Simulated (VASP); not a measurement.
# BaS (Pm-3m) in VASP: notebook

Aim: see how the results for BaS move with the level of theory and the settings. Levels: HSE06, r2SCAN. Tasks: single point.

All numbers are computed with VASP 6.6.1; they aren't measurements. Logs are shortened: lines on timing, memory, paths and dates and some standing lists are left out, and cuts for length are marked.

### 1 The crystal as given

It takes space group Pm-3m (No. 221, cubic). Conventional cell: a = 3.834 Å, b = 3.834 Å, c = 3.834 Å, α = 90.00°, β = 90.00°, γ = 90.00°. Ba (site symmetry m-3m) has 8 S at 3.32 Å as nearest neighbours. S (site symmetry m-3m) is surrounded by 8 Ba at 3.32 Å.

The cell was built by a generator and needn't be a form met in nature.

### 2 Single point, HSE06

Input file POSCAR:

```
BaS
1.0
    3.8337582655      0.0000000000      0.0000000000
    0.0000000000      3.8337582655      0.0000000000
    0.0000000000      0.0000000000      3.8337582655
Ba S
1 1
Direct
    0.0000000000      0.0000000000      0.0000000000
    0.5000000000      0.5000000000      0.5000000000
```

Input file INCAR.step1:

```
SYSTEM = BaS
ALGO     = Normal         ! electronic algorithm
EDIFF    = 1E-5           ! SCF threshold, eV
ENCUT    = 520            ! plane-wave cutoff, eV
GGA      = PE             ! functional
ISIF     = 2              ! what is computed and relaxed
ISMEAR   = 0              ! smearing method
LASPH    = .True.         ! aspherical terms in the spheres
LCHARG   = .False.        ! write CHGCAR
LREAL    = .False.        ! projectors in reciprocal space
LWAVE    = .True.         ! write WAVECAR
NBANDS   = 15             ! bands
NELM     = 100            ! most SCF steps
PREC     = Accurate       ! precision mode
SIGMA    = 0.01           ! smearing width, eV
```

Input file INCAR.step2:

```
SYSTEM = BaS
ALGO     = Normal         ! electronic algorithm
EDIFF    = 1E-7           ! SCF threshold, eV
ENCUT    = 520            ! plane-wave cutoff, eV
GGA      = PE             ! functional
HFSCREEN = 0.2079         ! screening, 1/A
ISIF     = 2              ! what is computed and relaxed
ISMEAR   = 0              ! smearing method
ISTART   = 1            
LASPH    = .True.         ! aspherical terms in the spheres
LCHARG   = .False.        ! write CHGCAR
LHFCALC  = .True.         ! exact exchange
LREAL    = .False.        ! projectors in reciprocal space
LWAVE    = .False.        ! write WAVECAR
NBANDS   = 15             ! bands
NELM     = 100            ! most SCF steps
PREC     = Accurate       ! precision mode
PRECFOCK = Normal       
SIGMA    = 0.01           ! smearing width, eV
```

Input file KPOINTS:

```
k-points
0
Gamma
  4 4 4
  0 0 0
```

Potentials or basis: VASP PAW PBE potentials, release 64 (Ba_sv, S).

Started as:

```sh
$ cat potpaw_PBE.64/Ba_sv/POTCAR potpaw_PBE.64/S/POTCAR > POTCAR
$ cp INCAR.step1 INCAR
$ mpirun -np 1 vasp_std > vasp.out
$ cp INCAR.step2 INCAR
$ mpirun -np 1 vasp_std > vasp.out
```

OUTCAR:

```text
SYSTEM = BaS
   EDIFF = 1E-7
   ENCUT = 520
   GGA = PE
   HFSCREEN = 0.2079
   ISIF = 2
   ISMEAR = 0
   ISTART = 1
   LASPH = .True.
   LHFCALC = .True.
   LREAL = .False.
   NELM = 100
   PREC = Accurate
   PRECFOCK = Normal

 ion  position               nearest neighbor table
   1  0.000  0.000  0.000-   2 3.32   2 3.32   2 3.32   2 3.32   2 3.32   2 3.32   2 3.32   2 3.32

   2  0.500  0.500  0.500-   1 3.32   1 3.32   1 3.32   1 3.32   1 3.32   1 3.32   1 3.32   1 3.32

  LATTYP: Found a simple cubic cell.
 ALAT       =     3.8337582655

  Lattice vectors:

 A1 = (   3.8337582655,   0.0000000000,   0.0000000000)
 A2 = (   0.0000000000,   3.8337582655,   0.0000000000)
 A3 = (   0.0000000000,   0.0000000000,   3.8337582655)

Analysis of symmetry for initial positions (statically):
=====================================================================
 Subroutine PRICEL returns:
 Original cell was already a primitive cell.

 Routine SETGRP: Setting up the symmetry group for a
 simple cubic supercell.

 Subroutine GETGRP returns: Found 48 space group operations
 (whereof 48 operations were pure point group operations)
 out of a pool of 48 trial point group operations.

The static configuration has the point symmetry O_h .

Analysis of symmetry for dynamics (positions and initial velocities):
=====================================================================
 Subroutine PRICEL returns:
 Original cell was already a primitive cell.

 Routine SETGRP: Setting up the symmetry group for a
 simple cubic supercell.

 Subroutine GETGRP returns: Found 48 space group operations
 (whereof 48 operations were pure point group operations)
 out of a pool of 48 trial point group operations.

The dynamic configuration has the point symmetry O_h .

 Subroutine INISYM returns: Found 48 space group operations
 (whereof 48 operations are pure point group operations),
 and found     1 'primitive' translations

----------------------------------------------------------------------------------------

                                     Primitive cell

  volume of cell :      56.3474

  direct lattice vectors                    reciprocal lattice vectors
     3.833758266  0.000000000  0.000000000     0.260840651  0.000000000  0.000000000
     0.000000000  3.833758266  0.000000000     0.000000000  0.260840651  0.000000000
     0.000000000  0.000000000  3.833758266     0.000000000  0.000000000  0.260840651

  length of vectors
     3.833758266  3.833758266  3.833758266     0.260840651  0.260840651  0.260840651

  position of ions in fractional coordinates (direct lattice)
     0.000000000  0.000000000  0.000000000
     0.500000000  0.500000000  0.500000000

  ion indices of the primitive-cell ions
   primitive index   ion index
                 1           1
                 2           2

----------------------------------------------------------------------------------------

 KPOINTS: k-points

Automatic generation of k-mesh.
 Grid dimensions read from file:
 generate k-points for:    4    4    4

 Generating k-lattice:

  Cartesian coordinates                     Fractional coordinates (reciprocal lattice)
     0.065210163  0.000000000  0.000000000     0.250000000  0.000000000  0.000000000
     0.000000000  0.065210163  0.000000000     0.000000000  0.250000000  0.000000000
     0.000000000  0.000000000  0.065210163     0.000000000  0.000000000  0.250000000

  Length of vectors
     0.065210163  0.065210163  0.065210163

  Shift w.r.t. Gamma in fractional coordinates (k-lattice)
     0.000000000  0.000000000  0.000000000

 Subroutine IBZKPT returns following result:
 ===========================================

 Found     10 irreducible k-points:

 Following reciprocal coordinates:
            Coordinates               Weight
  0.000000  0.000000  0.000000      1.000000
  0.250000  0.000000  0.000000      6.000000
  0.500000  0.000000  0.000000      3.000000
  0.250000  0.250000  0.000000     12.000000
  0.500000  0.250000  0.000000     12.000000
  0.500000  0.500000  0.000000      3.000000
  0.250000  0.250000  0.250000      8.000000
  0.500000  0.250000  0.250000     12.000000
  0.500000  0.500000  0.250000      6.000000
  0.500000  0.500000  0.500000      1.000000
   k-points           NKPTS =     10   k-points in BZ     NKDIM =     64   number of bands    NBANDS=     15
   number of dos      NEDOS =    301   number of ions     NIONS =      2
   total plane-waves  NPLWV =  27000
   dimension x,y,z NGX =    30 NGY =   30 NGZ =   30
   dimension x,y,z NGXF=    60 NGYF=   60 NGZF=   60
   ions per type =               1   1
   NGX,Y,Z   is equivalent  to a cutoff of  13.01, 13.01, 13.01 a.u.
   NGXF,Y,Z  is equivalent  to a cutoff of  26.02, 26.02, 26.02 a.u.
 SYSTEM =  BaS
   PREC   = accura    normal or accurate (medium, high low for compatibility)
   ISTART =      1    job   : 0-new  1-cont  2-samecut
   ICHARG =      0    charge: 1-file 2-atom 10-const
   ISPIN  =      1    spin polarized calculation?
   LNONCOLLINEAR =      F non collinear calculations
   LSORBIT =      F    spin-orbit coupling
   LASPH  =      T    aspherical Exc in radial PAW
   ENCUT  =  520.0 eV  38.22 Ry    6.18 a.u.   7.13  7.13  7.13*2*pi/ulx,y,z
   NELM   =    100;   NELMIN=  2; NELMDL=  0     # of ELM steps
   EDIFF  = 0.1E-06   stopping-criterion for ELM
   LREAL  =      F    real-space projection
   EDIFFG = 0.1E-05   stopping-criterion for IOM
   NSW    =      0    number of steps for IOM
   IBRION =     -1    ionic relax: 0-MD 1-quasi-New 2-CG
   NFREE  =      0    steps in history (QN), initial steepest desc. (CG)
   ISIF   =      2    stress and relaxation
   ISYM   =      3    0-nonsym 1-usesym 2-fastsym
   POTIM  = 0.5000    time-step for ionic-motion
   TEBEG  =    0.0;   TEEND  =   0.0 temperature during run
   PSTRESS=    0.0 pullay stress
   NELECT =      16.0000    total number of electrons
   NUPDOWN=      -1.0000    fix difference up-down
   EMIN   =  10.00;   EMAX   =-10.00  energy-range for DOS
   EFERMI =   0.00;   METHOD = LEGACY
   ISMEAR =     0;   SIGMA  =   0.01  broadening in eV -4-tet -1-fermi 0-gaus
   EFERMI_NEDOS =   21; number of points for ismear=-14 and -15
   IALGO  =     38    algorithm
   IMIX   =      1    mixing-type and parameters
     AMIX     =   0.40;   BMIX     =  1.00
     AMIX_MAG =   1.60;   BMIX_MAG =  1.00
  volume/ion in A,a.u.               =      28.17       190.13
  Fermi-wavevector in a.u.,A,eV,Ry     =   1.076028  2.033397 15.753309  1.157836
  Thomas-Fermi vector in A             =   2.211901
   LORBIT       =      0    0 simple, 1 ext, 2 COOP (PROOUT), +10 PAW based schemes
   GGA     = PE    functional components
   LHFCALC =     T    Hartree Fock is set to
   PRECFOCK=normal    Normal, Fast or Accurate (Low or Medium for compatibility)
   ENCUT4O =  -1.0   cutoff for four orbital integrals eV
   NKREDX  =     1    reduce k-point grid by
   NKREDY  =     1    reduce k-point grid by
   NKREDZ  =     1    reduce k-point grid by
   AEXX    =    0.2500 exact exchange contribution
   HFSCREEN=    0.2079 screening length (either q_TF or 0.3 A-1)
   HFSCREENC=   0.2079 screening length for correlation (either q_TF or 0.3 A-1)
   ENCUTFOCK=  -1.0 apply spherical cutoff to Coloumb kernel
   IVDW    =     0    specifies the selected vdW correction
   LEPSILON=     F    determine dielectric tensor
   LRPA    =     F    only Hartree local field effects (RPA)
 non-spin polarized calculation
 Gauss-broadening in eV      SIGMA  =   0.01
  energy-cutoff  :      520.00
  volume of cell :       56.35
 maximum number of plane-waves:      1568
 NGX is ok and might be reduce to    30
  NGX = 24; NGY = 24; NGZ = 24

 number of electron      15.9999997 magnetization

 Free energy of the ion-electron system (eV)
  ---------------------------------------------------
  ext. energy  EPLUGINS =         0.00000000
  ---------------------------------------------------
  free energy    TOTEN  =       -11.09751030 eV

  energy without entropy =      -11.09751030  energy(sigma->0) =      -11.09751030

 E-fermi :   2.5587     XC(G=0):  -7.8223

 val. band max:        2.4413183041   @ k =   0.5000   0.5000   0.0000
 cond. band min:       4.7776552902   @ k =   0.0000   0.0000   0.0000
 fundamental gap:      2.3363369861
 Fermi energy:         2.5587320589

 k-point     1 :       0.0000    0.0000    0.0000
  band No.  band energies     occupation
      1     -26.5479      2.00000
      2     -10.2699      2.00000
      3     -10.2699      2.00000
      4     -10.2699      2.00000
      5      -9.7773      2.00000
      6       2.3141      2.00000
      7       2.3141      2.00000
      8       2.3141      2.00000
      9       4.7777      0.00000
     10       4.7777      0.00000
     11       7.3099      0.00000
     12      10.1763      0.00000
     13      10.1763      0.00000
     14      10.1763      0.00000
     15      14.6265      0.00000

 k-point     2 :       0.2500    0.0000    0.0000
  band No.  band energies     occupation
      1     -26.4977      2.00000
      2     -11.3661      2.00000
      3     -10.2012      2.00000
      4     -10.2012      2.00000
      5      -8.8208      2.00000
      6       0.5108      2.00000
      7       1.9913      2.00000
      8       1.9913      2.00000
      9       5.2449      0.00000
     10       6.9011      0.00000
     11       9.1192      0.00000
     12      10.2516      0.00000
     13      10.2516      0.00000
     14      10.5430      0.00000
     15      11.7550      0.00000
[... 113 lines left out ...]
      3     -11.0403      2.00000
      4     -10.4947      2.00000
      5      -9.1087      2.00000
      6       0.1077      2.00000
      7       0.1077      2.00000
      8       0.6217      2.00000
      9       7.5966      0.00000
     10       8.9332      0.00000
     11       8.9332      0.00000
     12       9.1926      0.00000
     13      12.7806      0.00000
     14      13.6425      0.00000
     15      13.6425      0.00000

 k-point    10 :       0.5000    0.5000    0.5000
  band No.  band energies     occupation
      1     -26.2668      2.00000
      2     -10.9177      2.00000
      3     -10.9177      2.00000
      4     -10.9177      2.00000
      5      -8.8834      2.00000
      6      -0.5775      2.00000
      7      -0.5775      2.00000
      8      -0.5775      2.00000
      9      11.0715      0.00000
     10      11.0715      0.00000
     11      11.0715      0.00000
     12      11.3059      0.00000
     13      11.3059      0.00000
     14      11.3059      0.00000
     15      12.9085      0.00000

------------------------ aborting loop because EDIFF is reached ----------------------------------------

  FORCE on cell =-STRESS in cart. coord.  units (eV):
  Direction    XX          YY          ZZ          XY          YZ          ZX
  --------------------------------------------------------------------------------------
  -------------------------------------------------------------------------------------
  Total        0.1651057      0.1651057      0.1651057      0.0000000      0.0000000      0.0000000
  in kB        4.6945976      4.6945976      4.6945976      0.0000000      0.0000000      0.0000000
  external PRESSURE =       4.6945976 kB  Pullay stress =       0.0000000 kB

 VOLUME and BASIS-vectors are now :
 -----------------------------------------------------------------------------
  energy-cutoff  :      520.00
  volume of cell :       56.35
      direct lattice vectors                 reciprocal lattice vectors
     3.833758266  0.000000000  0.000000000     0.260840651  0.000000000  0.000000000
     0.000000000  3.833758266  0.000000000     0.000000000  0.260840651  0.000000000
     0.000000000  0.000000000  3.833758266     0.000000000  0.000000000  0.260840651

 POSITION                                       TOTAL-FORCE (eV/Angst)
 -----------------------------------------------------------------------------------
      0.00000      0.00000      0.00000         0.000000      0.000000      0.000000
      1.91688      1.91688      1.91688         0.000000      0.000000      0.000000
 -----------------------------------------------------------------------------------
    total drift:                               -0.000000     -0.000000      0.000000

  FREE ENERGIE OF THE ION-ELECTRON SYSTEM (eV)
  ---------------------------------------------------
  free  energy   TOTEN  =       -11.0975103015 eV

  energy  without entropy=      -11.0975103015  energy(sigma->0) =      -11.09751030
```

It took 3.3 min on 1 thread of Intel Xeon 6975P-C (Granite Rapids), shared host; peak memory 0.28 GiB.

What came out:

| Quantity | Value |
| --- | --- |
| Free energy | -11.0975 eV |
| Pressure | 0.5 GPa |
| Band gap on the k mesh | 2.34 eV, indirect (least direct gap 2.46 eV) |

Caveat: the PAW data sets were made with another functional, which shifts forces and pressure a little; spin-orbit coupling is left out, which moves the levels of the heavy elements. A k mesh can miss the band edges.

(Continued in part 2 of 2.)
